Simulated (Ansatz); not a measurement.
Crystal: HfO2.

```
CELL_PARAMETERS angstrom
3.55802 0.00000 0.00000
0.00000 3.55802 0.00000
0.00000 0.00000 5.17186
ATOMIC_POSITIONS crystal
Hf 0.00000 0.00000 0.00000
Hf 0.50000 0.50000 0.50000
O 0.00000 0.50000 0.19721
O 0.50000 0.00000 0.30279
O 0.50000 0.00000 0.80279
O 0.00000 0.50000 0.69721
```

Measurements of this composition are mostly on another form, of space group No. 14.

Base run:

* Program: Ansatz 0.2.0
* Functional: PBE
* Potentials or basis: Ansatz PAW earlier set
* Cutoff: 900 eV
* Density cutoff: 3600 eV
* k mesh: 8 × 8 × 5
* Occupations: fermi-dirac, width 0.05 eV
* Spin: no spin polarisation

Its results: band gap on the k mesh 4.77 eV, indirect (least direct gap 4.83 eV); pressure 10.1 GPa; largest force 0.140 eV/Å.

Q: The run is repeated on the same cell with these changes: potentials or basis from Ansatz PAW earlier set to JTH PAW; cutoff from 900 eV to 1380 eV; density cutoff from 3600 eV to 5520 eV; valence electrons from 76 to 48. What comes out?

A: Band gap on the k mesh 4.77 eV, indirect (least direct gap 4.84 eV); pressure 7.3 GPa; largest force 0.130 eV/Å.

Caveats: odd divisions of the mesh miss points on the zone boundary, where band edges often lie, so the gap on the mesh can be too wide; spin-orbit coupling is left out, which moves the levels of the heavy elements.

A k mesh can miss the band edges.

Not every run made on this cell is shown here.
